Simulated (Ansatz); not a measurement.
## Nudged elastic band run: Si

Input file:

```yaml
crystal:
  lattice:
    - [0.0, 5.43, 5.43]
    - [5.43, 0.0, 5.43]
    - [5.43, 5.43, 0.0]
  atoms:
    - { symbol: Si, position: [0.00264808, -0.00297725, -0.00301951] }
    - { symbol: Si, position: [0.13000991, 0.12339776, 0.12334164] }
    - { symbol: Si, position: [0.00249031, -0.00292881, 0.50348876] }
    - { symbol: Si, position: [0.12444697, 0.12616365, 0.62473385] }
    - { symbol: Si, position: [0.00243773, 0.50356782, -0.00296329] }
    - { symbol: Si, position: [0.12441282, 0.62478068, 0.12615475] }
    - { symbol: Si, position: [7.903e-05, 0.49998259, 0.49997161] }
    - { symbol: Si, position: [0.12431219, 0.62479242, 0.62474159] }
    - { symbol: Si, position: [0.49873405, 0.00067368, 0.00050879] }
    - { symbol: Si, position: [0.62253615, 0.12307494, 0.12297474] }
    - { symbol: Si, position: [0.49679977, -0.00300091, 0.50324894] }
    - { symbol: Si, position: [0.62235895, 0.12306952, 0.63185845] }
    - { symbol: Si, position: [0.49676111, 0.50337496, -0.00308354] }
    - { symbol: Si, position: [0.62230212, 0.63203209, 0.12296127] }
    - { symbol: Si, position: [0.4966377, 0.50339069, 0.50325994] }
    - { symbol: Si, position: [0.62628258, 0.62469209, 0.62460924] }
    - { symbol: Si, position: [0.74876073, 0.25066378, 0.25049697] }
basis:
  ecutwfc: 420.0
kpoints:
  mp_grid: { grid: [2, 2, 2] }
hamiltonian:
  xc: pbesol
scf:
  occupations: { method: gaussian, width: 0.05 }
  lower_state_search: "off"
neb:
  images: 5
  f_tol: 0.03
  initial_path: linear
  max_iterations: 80
  final_atoms:
    - { symbol: Si, position: [0.00093828, 0.00030202, -0.000139] }
    - { symbol: Si, position: [0.12499812, 0.12504792, 0.12487295] }
    - { symbol: Si, position: [0.00063541, 0.00023048, 0.49871987] }
    - { symbol: Si, position: [0.12265688, 0.12160007, 0.62763247] }
    - { symbol: Si, position: [0.00077662, 0.49887794, -0.00013631] }
    - { symbol: Si, position: [0.12279568, 0.62798445, 0.12108966] }
    - { symbol: Si, position: [-0.00469171, 0.50164495, 0.50122638] }
    - { symbol: Si, position: [0.12244196, 0.62802411, 0.62769826] }
    - { symbol: Si, position: [0.49878896, 0.00046572, -6.842e-05] }
    - { symbol: Si, position: [0.62861485, 0.12174279, 0.12110344] }
    - { symbol: Si, position: [0.50279323, -0.00684925, 0.50155246] }
    - { symbol: Si, position: [0.62824233, 0.12182182, 0.62766429] }
    - { symbol: Si, position: [0.50296112, 0.50209745, -0.00758536] }
    - { symbol: Si, position: [0.62839769, 0.62816995, 0.12117002] }
    - { symbol: Si, position: [0.50251715, 0.50206149, 0.50152837] }
    - { symbol: Si, position: [0.62657584, 0.62446876, 0.62375976] }
    - { symbol: Si, position: [0.3766611, 0.37446289, 0.37366228] }
  order_check: true
```

Run as:

```bash
$ ansatz run input.yaml --threads 1 --pin off --max-ram 3072MiB --backend cpu --events-out ev --progress --plain --runs-dir out
```

Output, in part (warnings, iteration lines):

```
NEB end point (image 0): max|allowed force component| = 2.399e-2 eV/Å (the criterion of neb.relax_end_points is 1.000e-2)
NEB end point (image 6): max|allowed force component| = 2.799e-2 eV/Å (the criterion of neb.relax_end_points is 1.000e-2)
NEB iter   1: max|band force component| = 1.469e0 eV/Å  barrier→ = 0.9509 eV  barrier← = 0.9509 eV  Δτ_max = 0.1332 Å  (49 SCF iters)
NEB iter   2: max|band force component| = 6.879e-1 eV/Å  barrier→ = 0.5189 eV  barrier← = 0.5188 eV  Δτ_max = 0.1921 Å  (34 SCF iters)
NEB iter   3: max|band force component| = 4.410e-1 eV/Å  barrier→ = 0.3445 eV  barrier← = 0.3445 eV  CI = image 2  Δτ_max = 0.1739 Å  (35 SCF iters)
NEB iter   4: max|band force component| = 1.706e-1 eV/Å  barrier→ = 0.3055 eV  barrier← = 0.3055 eV  CI = image 3  Δτ_max = 0.0421 Å  (31 SCF iters)
NEB iter   5: max|band force component| = 8.501e-2 eV/Å  barrier→ = 0.3014 eV  barrier← = 0.3014 eV  CI = image 3  Δτ_max = 0.0540 Å  (28 SCF iters)
NEB iter   6: max|band force component| = 2.801e-2 eV/Å  barrier→ = 0.3001 eV  barrier← = 0.3001 eV  CI = image 3  Δτ_max = 0.0197 Å  (25 SCF iters)
NEB iter   7: max|band force component| = 2.777e-2 eV/Å  barrier→ = 0.2997 eV  barrier← = 0.2996 eV  CI = image 3  Δτ_max = 0.0000 Å  (212 SCF iters)
```

It converged. The band force fell under the threshold earlier too, but the program's further tests of the path sent the band on. By the program's own check the climbing image is a first-order saddle point (lowest curvatures found: -0.21 and 0.54 eV/Å²). Limits of this set-up: coarse k mesh.

Final band (atoms are numbered from 1 in the order of the input):

| image | path coordinate (Å) | energy (eV) | Si2–Si17 (Å) | Si7–Si17 (Å) |
| --- | --- | --- | --- | --- |
| 0 | 0.00 | 0.000 | 2.39 | 4.69 |
| 1 | 0.58 | 0.115 | 2.45 | 4.23 |
| 2 | 1.15 | 0.262 | 2.61 | 3.74 |
| 3 | 1.72 | 0.300 | 3.11 | 3.12 |
| 4 | 2.29 | 0.262 | 3.73 | 2.61 |
| 5 | 2.87 | 0.117 | 4.22 | 2.45 |
| 6 | 3.45 | 0.000 | 4.69 | 2.39 |

Run time: 2.7 min on 1 thread of AMD EPYC 9R45 96-Core Processor (Zen 5), on a shared host, peak memory 0.91 GiB.
